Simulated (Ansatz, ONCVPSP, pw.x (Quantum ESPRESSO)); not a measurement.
# pw.x on fcc O: one setting changed

Potential: optimised norm-conserving Vanderbilt (ONCV), ONCVPSP 4.0.1.1 (patched build), PBE; core [He], reference 2s2 2p4; waves: 2s: rc 0.70 bohr, ncon 4, nbas 7, qcut 10.5 1/bohr, 2 projectors, debl 1.8 Ha; 2p: rc 1.60 bohr, ncon 4, nbas 8, qcut 9.6 1/bohr, 2 projectors, debl 0.4 Ha; d scattering state at 0.05 Ha: rc 1.50 bohr, ncon 5, nbas 9, qcut 5.8 1/bohr, 2 projectors, debl 1.9 Ha; local part: polynomial inside 0.70 bohr (lpopt 5, dvloc0 -1 Ha); core correction: Teter function fitted to the true core (icmod 2), fcfact 0.25.

The reference run (k-mesh 18³, cutoffs 130/520 Ry, Fermi–Dirac 0.01 Ry, mixing_beta 0.4, conv_thr 1e-9, no spin) gives 0.06 GPa at 8.041 Å³/atom, where all-electron LAPW gives 0.14 GPa. This run, with its own iteration cap, changes k-mesh points per axis to 3.

```
&control
  calculation='scf', prefix='x', pseudo_dir='./', outdir='./tmp', tstress=.true., disk_io='none'
/
&system
  ibrav=0, nat=1, ntyp=1, ecutwfc=130, ecutrho=520, nbnd=10,
  occupations='smearing', smearing='fd', degauss=0.01
/
&electrons
  conv_thr=1e-09, mixing_beta=0.4, electron_maxstep=70
/
ATOMIC_SPECIES
O 1.0 O.UPF
CELL_PARAMETERS angstrom
  0.00000000 1.59010824 1.59010824
  1.59010824 0.00000000 1.59010824
  1.59010824 1.59010824 0.00000000
ATOMIC_POSITIONS crystal
O 0.0000 0.0000 0.0000
K_POINTS automatic
3 3 3 0 0 0
```

```bash
pw.x < O.scf.in > O.scf.out
```

Problem. How does the run end?

Solution. It converges in 6 iterations; the free energy moves by -395.7 meV/atom and the pressure by -8.49 GPa.

```
Message from routine setup:
     using ibrav=0 with symmetry is DISCOURAGED, use correct ibrav instead
     lattice parameter (alat)  =       4.2495  a.u.
     unit-cell volume          =      54.2634 (a.u.)^3
     number of electrons       =         6.00
     number of Kohn-Sham states=           10
     kinetic-energy cutoff     =     130.0000  Ry
     charge density cutoff     =     520.0000  Ry
     scf convergence threshold =      1.0E-09
     Exchange-correlation= PBE
     number of k points=     4  Fermi-Dirac smearing, width (Ry)=  0.0100
     iteration #  1     ecut=   130.00 Ry     beta= 0.40
     total energy              =     -32.61844493 Ry
     estimated scf accuracy    <       0.00049072 Ry
     iteration #  2     ecut=   130.00 Ry     beta= 0.40
     total energy              =     -32.61846862 Ry
     estimated scf accuracy    <       0.00006033 Ry
     iteration #  3     ecut=   130.00 Ry     beta= 0.40
     total energy              =     -32.61848361 Ry
     estimated scf accuracy    <       0.00000159 Ry
     iteration #  4     ecut=   130.00 Ry     beta= 0.40
     total energy              =     -32.61848412 Ry
     estimated scf accuracy    <       0.00000001 Ry
     iteration #  5     ecut=   130.00 Ry     beta= 0.40
     total energy              =     -32.61848413 Ry
     estimated scf accuracy    <          1.1E-09 Ry
     iteration #  6     ecut=   130.00 Ry     beta= 0.40
     the Fermi energy is     4.9652 ev
!    total energy              =     -32.61848413 Ry
     estimated scf accuracy    <          3.3E-12 Ry
     smearing contrib. (-TS)   =      -0.00870908 Ry
     The total energy is F=E-TS. E is the sum of the following terms:
     one-electron contribution =      -2.09433410 Ry
     hartree contribution      =       4.78938497 Ry
     xc contribution           =      -7.84022927 Ry
     ewald contribution        =     -27.46459665 Ry
     convergence has been achieved in   6 iterations
          total   stress  (Ry/bohr**3)                   (kbar)     P=      -84.30
     Message from routine punch:
     Nothing written, as per user request (disk_io='none')
```

The run took about 1.8 s on one core of a shared host (Intel(R) Xeon(R) Platinum 8559C, 192 threads, 1488 GiB, load 66).
